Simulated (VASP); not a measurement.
# C, phonon dispersion from a supercell: which settings are enough?

C, Fd-3m (no. 227), 2 atoms in the cell. PBEsol, phonon dispersion from a supercell; PAW potentials C (PBE set). VASP 6.6.1.

Wanted: frequencies at the zone-boundary points of the path within 3 %; vibrational free energy at 300 K within 0.001 eV/atom.

Geometry: relaxed with this functional.

POSCAR of the starting run:
```
C
 1.0000000000000000
     0.0000000000000000    3.5544434950337789    3.5544434950337789
     3.5544434950337789    0.0000000000000000    3.5544434950337789
     3.5544434950337789    3.5544434950337789    0.0000000000000000
 C
  16
Direct
  0.3750000000000001  0.3750000000000001  0.3749999999999999
  0.3750000000000002  0.3750000000000002  0.8749999999999997
  0.3750000000000001  0.8750000000000000  0.3749999999999999
  0.3750000000000002  0.8750000000000003  0.8749999999999997
  0.8750000000000000  0.3750000000000001  0.3749999999999999
  0.8750000000000002  0.3750000000000001  0.8749999999999998
  0.8750000000000002  0.8750000000000002  0.3749999999999996
  0.8750000000000002  0.8750000000000002  0.8749999999999998
  0.2500000000000001  0.2500000000000001  0.2499999999999999
  0.2499999999999999  0.2499999999999999  0.7499999999999999
  0.2500000000000001  0.7500000000000001  0.2499999999999999
  0.2499999999999998  0.7499999999999999  0.7500000000000001
  0.7500000000000001  0.2500000000000001  0.2499999999999999
  0.7499999999999999  0.2499999999999998  0.7500000000000001
  0.7500000000000002  0.7500000000000002  0.2499999999999998
  0.7500000000000002  0.7500000000000002  0.7499999999999998
```

The series start from Plane-wave cutoff (eV): 520; k mesh: 9x9x9; SCF threshold (eV): 1e-7; Precision mode: Accurate; Projectors in real space: False; Displacements: NFREE 2; Supercell: 2x2x2. Each series keeps the choices made before it, and each single choice may use up half of a tolerance. Times cover all steps of a run.

## Plane-wave cutoff (eV)

| Plane-wave cutoff (eV) | Frequencies at the zone-boundary points of the path, largest deviation against the largest value | Vibrational free energy at 300 K (eV/atom) | Time (s) |
|---|---|---|---|
| 320 | 2.5 % | 0.1822 | 12 |
| 400 | 0.32 % | 0.1784 | 18 |
| 460 | 0.038 % | 0.1787 | 19 |
| 520 | 0.066 % | 0.1786 | 26 |
| 640 (reference) | 0 % | 0.1787 | 31 |

## k mesh

| k mesh | Frequencies at the zone-boundary points of the path, largest deviation against the largest value | Vibrational free energy at 300 K (eV/atom) | Time (s) |
|---|---|---|---|
| 4x4x4 | 1.3 % | 0.1791 | 8.1 |
| 6x6x6 | 0.15 % | 0.1784 | 9.0 |
| 7x7x7 | 0.028 % | 0.1784 | 14 |
| 9x9x9 | 0.016 % | 0.1784 | 18 |
| 13x13x13 (reference) | 0 % | 0.1784 | 34 |

## SCF threshold (eV)

| SCF threshold (eV) | Frequencies at the zone-boundary points of the path, largest deviation against the largest value | Vibrational free energy at 300 K (eV/atom) | Time (s) |
|---|---|---|---|
| 0.0001 | 0.37 % | 0.1786 | 6.3 |
| 1e-5 | 0.26 % | 0.1786 | 6.8 |
| 1e-6 | 0.19 % | 0.1786 | 7.6 |
| 1e-7 (reference) | 0 % | 0.1784 | 9.0 |

## Precision mode

| Precision mode | Frequencies at the zone-boundary points of the path, largest deviation against the largest value | Vibrational free energy at 300 K (eV/atom) | Time (s) |
|---|---|---|---|
| Accurate | 0 % | 0.1786 | 6.3 |
| Normal | 0.01 % | 0.1786 | 4.6 |
| Single | 0.017 % | 0.1785 | 5.3 |

## Projectors in real space

| Projectors in real space | Frequencies at the zone-boundary points of the path, largest deviation against the largest value | Vibrational free energy at 300 K (eV/atom) | Time (s) |
|---|---|---|---|
| False | 0 % | 0.1786 | 6.3 |
| Auto | 0.023 % | 0.1785 | 12 |

## Displacements

| Displacements | Frequencies at the zone-boundary points of the path, largest deviation against the largest value | Vibrational free energy at 300 K (eV/atom) | Time (s) |
|---|---|---|---|
| NFREE 2 | 0 % | 0.1786 | 6.3 |
| NFREE 1 | 0.057 % | 0.1786 | 5.1 |
| perturbation theory (IBRION 8) | 0.47 % | 0.1786 | 12 |

## Supercell

| Supercell | Frequencies at the zone-boundary points of the path, largest deviation against the largest value | Vibrational free energy at 300 K (eV/atom) | Time (s) |
|---|---|---|---|
| 2x2x2 | 4.7 % | 0.1786 | 6.3 |
| 3x3x3 (reference) | 0 % | 0.1795 | 59 |

## Question

The rows run from the loosest to the tightest (no order: precision mode, projectors in real space, displacements). For each series: choose the loosest value from which every tighter one stays within half of the tolerance; where there is no order, keep the first row unless others stay within half of the tolerance and take at least 30 % less time, and then take the fastest.

## Answer

- Plane-wave cutoff (eV): 400
- k mesh: 6x6x6
- SCF threshold (eV): 0.0001
- Precision mode: Accurate
- Projectors in real space: False
- Displacements: NFREE 2
- Supercell: 3x3x3, the tightest run, since the next looser one is off by more than half of the tolerance (convergence isn't shown beyond it)

## All choices together

| Input | Frequencies at the zone-boundary points of the path, largest deviation against the largest value | Vibrational free energy at 300 K (eV/atom) | Time (s) |
|---|---|---|---|
| program defaults, KSPACING-like mesh of 0.5 per A (naive) | 5.2 % | 0.1784 | 7.6 |
| chosen settings | 0.51 % | 0.1795 | 59 |
| reference settings throughout | 0 % | 0.1795 | 572 |

The chosen settings stay within the tolerance of the reference run, but the reference itself isn't shown to be converged in: Supercell.

## The input

INCAR.step1:
```
PREC     = Accurate       # precision mode
ENCUT    = 400            # plane-wave cutoff, eV
EDIFF    = 1E-4           # SCF threshold, eV
ISMEAR   = 0              # smearing method
SIGMA    = 0.02           # smearing width, eV
LREAL    = False          # projectors in reciprocal space
LASPH    = True           # aspherical terms in the spheres
ALGO     = Normal         # electronic algorithm
NELM     = 120            # most SCF steps
LWAVE    = False          # write WAVECAR
LCHARG   = False          # write CHGCAR
GGA      = PS             # functional
LPHON_DISPERSION= True         
PHON_NWRITE= -2           
KPAR     = 2            
IBRION   = 6              # ionic algorithm
NFREE    = 2            
POTIM    = 0.015          # step
NSW      = 1              # ionic steps
ISIF     = 2              # what is computed and relaxed
```

INCAR.step2, as INCAR.step1 but for:
```
+ CHECKPOINT_FD = CONTINUE
+ PHON_DOS = 2
```

KPOINTS:
```
Automatic mesh
0
Gamma
  2 2 2
  0 0 0
```

QPOINTS.step1:
```
path GXWKGLUWLK,UX
8
line-mode
reciprocal
 0.0000000000  0.0000000000  0.0000000000  G
 0.5000000000  0.0000000000  0.5000000000  X

 0.5000000000  0.0000000000  0.5000000000  X
 0.5000000000  0.2500000000  0.7500000000  W

 0.5000000000  0.2500000000  0.7500000000  W
 0.3750000000  0.3750000000  0.7500000000  K

 0.3750000000  0.3750000000  0.7500000000  K
 0.0000000000  0.0000000000  0.0000000000  G

 0.0000000000  0.0000000000  0.0000000000  G
 0.5000000000  0.5000000000  0.5000000000  L

 0.5000000000  0.5000000000  0.5000000000  L
 0.6250000000  0.2500000000  0.6250000000  U

 0.6250000000  0.2500000000  0.6250000000  U
 0.5000000000  0.2500000000  0.7500000000  W

 0.5000000000  0.2500000000  0.7500000000  W
 0.5000000000  0.5000000000  0.5000000000  L

 0.5000000000  0.5000000000  0.5000000000  L
 0.3750000000  0.3750000000  0.7500000000  K

 0.6250000000  0.2500000000  0.6250000000  U
 0.5000000000  0.0000000000  0.5000000000  X
```

QPOINTS.step2:
```
q mesh
0
Gamma
  17 17 17
  0 0 0
```

POSCAR:
```
C
 1.0000000000000000
     0.0000000000000000    5.3316652425506685    5.3316652425506685
     5.3316652425506685    0.0000000000000000    5.3316652425506685
     5.3316652425506685    5.3316652425506685    0.0000000000000000
 C
  54
Direct
  0.2500000000000000  0.2500000000000000  0.2500000000000000
  0.2500000000000000  0.2500000000000000  0.5833333333333333
  0.2500000000000001  0.2500000000000001  0.9166666666666666
  0.2500000000000000  0.5833333333333333  0.2500000000000000
  0.2499999999999999  0.5833333333333334  0.5833333333333334
  0.2499999999999998  0.5833333333333333  0.9166666666666670
  0.2500000000000003  0.9166666666666670  0.2499999999999998
  0.2499999999999998  0.9166666666666666  0.5833333333333335
  0.2500000000000001  0.9166666666666666  0.9166666666666666
  0.5833333333333333  0.2500000000000000  0.2500000000000000
  0.5833333333333334  0.2499999999999999  0.5833333333333334
  0.5833333333333333  0.2499999999999998  0.9166666666666670
  0.5833333333333334  0.5833333333333334  0.2499999999999999
  0.5833333333333334  0.5833333333333334  0.5833333333333334
  0.5833333333333334  0.5833333333333334  0.9166666666666666
  0.5833333333333333  0.9166666666666666  0.2500000000000001
  0.5833333333333331  0.9166666666666666  0.5833333333333336
  0.5833333333333334  0.9166666666666666  0.9166666666666666
  0.9166666666666670  0.2500000000000002  0.2499999999999998
  0.9166666666666666  0.2499999999999998  0.5833333333333335
  0.9166666666666666  0.2500000000000001  0.9166666666666666
  0.9166666666666666  0.5833333333333333  0.2500000000000001
  0.9166666666666666  0.5833333333333331  0.5833333333333336
  0.9166666666666666  0.5833333333333334  0.9166666666666666
  0.9166666666666666  0.9166666666666666  0.2500000000000001
  0.9166666666666666  0.9166666666666666  0.5833333333333334
  0.9166666666666666  0.9166666666666666  0.9166666666666666
  0.1666666666666667  0.1666666666666667  0.1666666666666667
  0.1666666666666667  0.1666666666666667  0.5000000000000000
  0.1666666666666667  0.1666666666666667  0.8333333333333333
  0.1666666666666667  0.5000000000000000  0.1666666666666667
  0.1666666666666667  0.4999999999999998  0.5000000000000000
  0.1666666666666664  0.4999999999999997  0.8333333333333336
  0.1666666666666667  0.8333333333333333  0.1666666666666667
  0.1666666666666667  0.8333333333333333  0.5000000000000000
  0.1666666666666667  0.8333333333333333  0.8333333333333333
  0.4999999999999999  0.1666666666666666  0.1666666666666667
  0.4999999999999998  0.1666666666666667  0.5000000000000000
  0.4999999999999997  0.1666666666666664  0.8333333333333336
  0.4999999999999999  0.4999999999999999  0.1666666666666667
  0.4999999999999999  0.4999999999999999  0.4999999999999999
  0.4999999999999998  0.4999999999999998  0.8333333333333333
  0.4999999999999998  0.8333333333333333  0.1666666666666667
  0.4999999999999998  0.8333333333333333  0.5000000000000002
  0.4999999999999998  0.8333333333333333  0.8333333333333333
  0.8333333333333333  0.1666666666666667  0.1666666666666667
  0.8333333333333333  0.1666666666666667  0.5000000000000000
  0.8333333333333333  0.1666666666666667  0.8333333333333333
  0.8333333333333333  0.4999999999999999  0.1666666666666667
  0.8333333333333333  0.4999999999999999  0.5000000000000001
  0.8333333333333333  0.4999999999999998  0.8333333333333333
  0.8333333333333333  0.8333333333333333  0.1666666666666667
  0.8333333333333333  0.8333333333333333  0.5000000000000000
  0.8333333333333333  0.8333333333333333  0.8333333333333333
```

Commands (each step's output is kept before the next begins):
```
cat potpaw_PBE.64/C/POTCAR > POTCAR
cp INCAR.step1 INCAR
cp QPOINTS.step1 QPOINTS
mpirun -np 8 vasp_std > vasp.out
cp INCAR.step2 INCAR
cp QPOINTS.step2 QPOINTS
mpirun -np 8 vasp_std > vasp.out
```

The chosen input took VASP 6.6.1 59 s on 8 cores (AMD EPYC 9R45 (Zen 5)), a shared host.

## An input that fails: primitive cell taken as the supercell

It runs to its end, but against the unchanged starting input it is off by 33 % in the frequencies at the zone-boundary points of the path, 0.0157 eV/atom in the vibrational free energy at 300 K.

Supercell: 2 × 2 × 2 becomes 1 × 1 × 1.
